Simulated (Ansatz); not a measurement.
**Au: settings compared (Ansatz)**

Launch command:

```bash
ansatz run input.yaml --threads 1 --pin off --max-ram 2560MiB --backend cpu --events-out ev --progress --plain --runs-dir out
```

Input:

```yaml
crystal:
  lattice:
    - [0.0, 2.071987, 2.071987]
    - [2.071987, 0.0, 2.071987]
    - [2.071987, 2.071987, 0.0]
  atoms:
    - { symbol: Au, position: [0.0, 0.0, 0.0] }
  symmetry: { tolerance: 0.0003 }
kpoints:
  mp_grid: { grid: [7, 7, 7], shift: [0, 0, 0] }
magnetization:
  spin_polarized: false
scf:
  occupations: { method: fermi_dirac, width: 0.0974 }
hamiltonian:
  pseudopotentials: { kind: paw }
  xc: r2scan
basis:
  ecutwfc: 500
output:
  forces: true
  stress: true
  eigenvalues: true
relax:
  max_steps: 40
  cell: {}
```

Origin of the cell: a known structure type with other elements, at an estimated volume, so it need not be a known compound.

Output of this run (shortened):

```
Pseudopotentials: kind: paw
Pseudopotential: Au, paw, valence charge 19, recommended cutoff 500 eV (meta_gga), Au.paw.azcp
Functional definition: r2SCAN
  exchange = r2scan_x(k0 = k0, k1 = k1, a1 = a1)
  correlation = r2scan_c
Crystal: 1 atoms, lattice volume = 17.791 Å³
Basis set: ecut = 500 eV, 459 PW (Γ), exchange–correlation on 96×96×96 points (64 copies of the dense FFT grid, shifted against one another)
Bands: 14, of which v1, the nominal top of the filled ones, is band 10 counted from 1 (9 counted from 0)
Symmetry: 48 space group operations
Space group: Fm-3m (ITA 225), of the structure as read, at distance tolerance 7.8e-4 Å
k-points: 20 of 343
[… 3 lines left out …]
Initial density: superposition of atomic densities (neutral atoms: chi_scale 0, normalization atom), corrected by the library's trained network
Functional: x = r2scan, c = r2scan; τ floored in thin density (d = 2e-4 eV/Å³)
SCF iter   1: F=—  HF=-13163.572830 eV  Δρ=1.52e-2  dr2=4.27e-2  dr2_τ=2.84e-3
SCF iter   2: F=—  HF=-13163.564335 eV  Δρ=5.74e-3  dr2=3.14e-3  dr2_τ=2.45e-3  defer=3
SCF iter   3: F=—  HF=-13163.563928 eV  Δρ=2.23e-3  dr2=3.29e-4  dr2_τ=4.39e-5  defer=3
SCF iter   4: F=—  HF=-13163.563970 eV  Δρ=1.27e-4  dr2=1.14e-6  dr2_τ=2.09e-7  defer=3
SCF iter   5: F=—  HF=-13163.563954 eV  Δρ=3.30e-5  dr2=9.00e-8  dr2_τ=1.96e-8  defer=3
SCF iter   6: F=-13163.563954 eV  HF=-13163.563954 eV  Δρ=2.06e-6  dr2=4.69e-10  dr2_τ=2.42e-11
relax step   1: F+E_penalty+E_count = -13163.563954 eV  Δ(F+E_penalty+E_count) = +0.000e0 eV  max|allowed force component| = 0.000e0 eV/Å  Δτ_max = 0.0000 Å  P = -2.479 GPa  Ω = 17.791 Å³  (6 […]
relax step   2: F+E_penalty+E_count = -13163.558007 eV  Δ(F+E_penalty+E_count) = +5.947e-3 eV  max|allowed force component| = 0.000e0 eV/Å  Δτ_max = 0.0000 Å  P = +5.362 GPa  Ω = 16.963 Å³  e […]
relax step   3: F+E_penalty+E_count = -13163.566376 eV  Δ(F+E_penalty+E_count) = -2.422e-3 eV  max|allowed force component| = 0.000e0 eV/Å  Δτ_max = 0.0000 Å  P = -0.190 GPa  Ω = 17.520 Å³  e […]
relax step   4: F+E_penalty+E_count = -13163.566399 eV  Δ(F+E_penalty+E_count) = -2.371e-5 eV  max|allowed force component| = 0.000e0 eV/Å  Δτ_max = 0.0000 Å  P = +0.007 GPa  Ω = 17.498 Å³  e […]
relax step   5: F+E_penalty+E_count = -13163.566249 eV  Δ(F+E_penalty+E_count) = +1.500e-4 eV  max|allowed force component| = 0.000e0 eV/Å  Δτ_max = 0.0000 Å  P = +0.000 GPa  Ω = 17.498 Å³  stress off target by 3.80e-4 GPa […]
SCF 5 converged in 5 iterations: F = -13163.566249 eV  dr2 = 1.08e-13
basis re-selected at this cell: Δ(F+E_penalty+E_count) = +1.500e-4 eV, ΔP = -0.007 GPa vs the last step (what re-selecting the basis moved, of the pressure what is left beyond the Pulay corre […]
SCF converged after 5 iterations
Free energy (F): -13163.566249 eV
Harris-Foulkes:  -13163.566249 eV  (|F-HF|=1.82e-12)
Internal energy: -13163.563558 eV  (E = F + TS)
E sigma→0 (E₀):  -13163.564904 eV
Entropy (-TS):   -0.002691 eV (-2.691 meV/atom)
Fermi energy:    19.531763 eV
--- Per-component energies (eV) ---
  E_band       = -237.562229
  E_kinetic    = 605.322223
  E_local      = -1749.838986  (includes V_loc(G=0)·N_el)
  E_nonlocal   = 76.008895
  E_hartree    = 746.017921
  E_xc         = -217.978900
  E_vxc        = -306.572846  (∫ρ·V_xc dr)
  E_paw        = -9731.322557  (= ΣΔE_a)
  E_vpaw       = -375.436935  (= ΣTr[D̂ρ^β])
  E_aug_tail   = 0.000751  (compensation charges beyond the density's cutoff)
  E_vtau       = 20.918834  (kinetic-family band-sum trace: ∫τ·v_τ [+ j·A + Jᵃ·Aᵃ] dr)
  E_ewald      = -2891.596581
  E_core_change = -0.176324  (= ΣΔE_core)
  E_smearing   = -0.002691  (= −TS)
  Σ components = -13163.566249   (vs F -13163.566249, Δ=0.00e0)
--- Forces (eV/Å), atoms counted from 1 ---
  atom   1  Au    -0.000000     0.000000    -0.000000
  max |Σ_I F_I| component: 0.0 eV/Å
--- Stress (GPa, compression-positive) ---
        0.000380       0.000000      -0.000000
       -0.000000       0.000380      -0.000000
       -0.000000       0.000000       0.000380
  P = ⅓ Tr σ = 0.0004 GPa (0.004 kbar)
--- Relaxed structure (4 steps of the walk, 3 accepted, 1 SCFs on fresh bases) ---
  F+E_penalty+E_count = -13163.566249 eV   max|allowed force component| = 0.000e0 eV/Å   (the final SCF, on the basis selected at the relaxed cell)
  cell:  # Å, volume = 17.4982 Å³
    - [0.0, 2.060571, 2.060571]
    - [2.060571, 0.0, 2.060571]
    - [2.060571, 2.060571, 0.0]
  atoms:
    - { symbol: Au, position: [0.0, 0.0, 0.0] }
```

The same input was run again with these changes:

1. `accuracy` default → low; `scf.n_extra_bands` default → 8
2. `basis.xc_grid` default → 2; `scf.n_extra_bands` default → 4
3. `scf.mixing.preconditioner` default → resta; `relax.f_tol` default → 0.02; `relax.max_displacement` default → 0.5
4. `hamiltonian.xc` r2scan → pbe

| run | end | SCF iterations | volume (Å³/atom) | max force component (eV/Å) | moment (μB) | ΔE(σ→0) (meV/atom) |
| --- | --- | --- | --- | --- | --- | --- |
| base | converged | 32 | 17.50 | 0.000 | – | 0 |
| 1 | converged | 33 | 17.50 | 0.000 | – | 0.00 |
| 2 | converged | 32 | 17.50 | 0.000 | – | 0.00 |
| 3 | converged | 31 | 17.50 | 0.000 | – | 0.00 |
| 4 | converged | 21 | 17.93 | 0.000 | – | – |

Energies are compared only where functional, datasets, charge and starting cell are the same.

Caveats of the base run: no moments, though an odd count or open d shells may carry them; no spin-orbit coupling, though heavy elements are present; the k mesh is coarse if the cell is a metal; the relaxation held the start's symmetry, so the end may be a saddle point.

The base run took 4.8 s on 1 thread of Arm Neoverse V2, on a shared host, peak memory 0.32 GiB, from the program's own first density.
